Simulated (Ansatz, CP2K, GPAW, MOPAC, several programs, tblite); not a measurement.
# What cheap methods get right for K2S

Aim: run K2S through methods of unlike cost and see what each gets, and at what price.

Method: no spin polarisation, static lattice; gaps from single points on the cell relaxed beforehand with r²SCAN, in MOPAC, tblite, CP2K, GPAW, Ansatz (versions at each run).

**1. The system as given**

Symmetry: Fm-3m, No. 225, cubic system. The conventional cell has a = 7.406 Å, b = 7.406 Å, c = 7.406 Å, α = 90.00°, β = 90.00°, γ = 90.00°. S (site symmetry m-3m) is surrounded by 8 K at 3.21 Å. K (site symmetry -43m) has 4 S at 3.21 Å as nearest neighbours.

Coordinates:

```cif
data_structure
_symmetry_space_group_name_H-M 'P 1'
_symmetry_Int_Tables_number 1
_cell_length_a 5.2365
_cell_length_b 5.2365
_cell_length_c 5.2365
_cell_angle_alpha 60.000
_cell_angle_beta 60.000
_cell_angle_gamma 60.000
_cell_volume 101.53
loop_
_atom_site_label
_atom_site_type_symbol
_atom_site_fract_x
_atom_site_fract_y
_atom_site_fract_z
_atom_site_occupancy
S1 S 0.00000 0.00000 0.00000 1
K1 K 0.25000 0.25000 0.25000 1
K2 K 0.75000 0.75000 0.75000 1
```

The structure type (antifluorite) is imposed and need not be the compound's stable one.

**Question.** The methods are PM6, PM7, GFN1-xTB (tblite), GFN2-xTB (tblite), PBE/DZVP, PBE/single-zeta, PBE/SZV, coarse PBE, GLLB-SC, PBE, r2SCAN. What gap does r2SCAN give on this cell, and which other methods (full PBE left aside) come nearest to r2SCAN and farthest in gap, volume and bulk modulus?

| quantity | value |
| --- | --- |
| r2SCAN | gap 2.75 eV, 33.84 Å³/atom, B₀ 20 GPa |
| gap: nearest and farthest of the other methods | PBE/DZVP (-0.30 eV), PM7 (+6.24 eV) |
| volume: nearest and farthest of the other methods | PBE/DZVP (+2.6 %), PM7 (-5.4 %) |
| bulk modulus: nearest and farthest of the other methods | PBE/DZVP (-7 %), PM7 (+244 %) |

**Reading.** Among the 8 methods compared for the gap (full PBE left aside), PBE/DZVP is nearest to r2SCAN and PM7 farthest. For the volume, of the 2 methods compared (full PBE left aside), PBE/DZVP comes nearest to r2SCAN and PM7 is farthest. Among the 2 methods compared for the bulk modulus (full PBE left aside), PBE/DZVP is nearest to r2SCAN and PM7 farthest. A minimal basis or a coarse cutoff and mesh shifts results by its own error, so closeness to r2SCAN can be chance. Cluster runs see only the k-points that fold onto the zone centre, so their gaps can miss the band edges. GLLB-SC is compared with its derivative discontinuity added. GFN1-xTB (tblite) ended in an unphysical state and is left out of the comparison. No volume is given for PM6, GFN2-xTB (tblite), PBE/single-zeta, PBE/SZV, coarse PBE, which can hide a larger miss. Overlaps count as a gap of zero in the misses; they are PBE/SZV -0.06 eV. CPU times run from 0.76 s (coarse PBE) to 31 s (PBE/DZVP). On this cell PM7, GFN2-xTB (tblite), PBE/DZVP, PBE/single-zeta, PBE/SZV, GLLB-SC cost more than r2SCAN itself (6.2 s), so they are no saving here. PBE/SZV disagrees with r2SCAN even on whether there is a gap. r2SCAN is a yardstick, not the truth: it usually gives gaps below the measured ones.
